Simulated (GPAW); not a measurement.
Crystal: ZnO (zincite).

```
CELL_PARAMETERS angstrom
3.24931 0.00000 0.00000
-1.62465 2.81398 0.00000
0.00000 0.00000 5.20571
ATOMIC_POSITIONS crystal
Zn 0.66667 0.33333 0.00000
Zn 0.33333 0.66667 0.50000
O 0.33333 0.66667 0.87901
O 0.66667 0.33333 0.37901
```

Base run:

* Program: GPAW 26.7.0
* Functional: GLLB-SC
* Potentials or basis: the program's PAW data sets (release 1.2.1) made for this functional
* Cutoff: 650 eV
* Basis: pw
* k mesh: 8 × 8 × 4
* Occupations: fermi-dirac, width 0.001 eV
* Spin: no spin polarisation

Its results: band gap on the k mesh, kohn-sham part alone 1.61 eV, direct; electronic dielectric tensor (diagonal) 3.78, 3.78, 3.82.

**Question.** The run is repeated on the same cell with these changes: functional from GLLB-SC to LDA. What comes out?

**Answer.** Band gap on the k mesh 0.73 eV, direct; electronic dielectric tensor (diagonal) 5.53, 5.53, 5.47.

Caveats: the long-wavelength limit can be off by several per cent where d states take part; an odd mesh through Γ misses points on the zone boundary, where band edges often lie; a model potential gives levels but no total energy (some runs); response on these states lacks terms of the Hamiltonian (some runs).
